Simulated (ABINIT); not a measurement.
Crystal: ZnS (Wurtzite-2H).

```xyz
4
Lattice="3.8110 0.0000 0.0000 -1.9055 3.3004 0.0000 0.0000 0.0000 6.2340" Properties=species:S:1:pos:R:3 pbc="T T T"
Zn    1.9055    1.1001    3.1170
Zn    0.0000    2.2003    0.0000
S     1.9055    1.1001    5.5171
S     0.0000    2.2003    2.4001
```

Base run:

* Program: ABINIT 10.8.3 (patched build)
* Functional: BLYP
* Potentials or basis: JTH PAW PBE v2.0
* Cutoff: 707 eV
* k mesh: 8 × 8 × 5
* Occupations: fermi-dirac, width 0.05 eV
* Spin: no spin polarisation

Its results: band gap on the k mesh 2.22 eV, direct; pressure 6.3 GPa; largest force 0.339 eV/Å.

Q: The run is repeated on the same cell with these changes: functional from BLYP to revPBE. What comes out?

A: Band gap on the k mesh 2.36 eV, direct; pressure 4.1 GPa; largest force 0.325 eV/Å.

Caveats: the PAW data sets were made with another functional, which shifts forces and pressure a little.

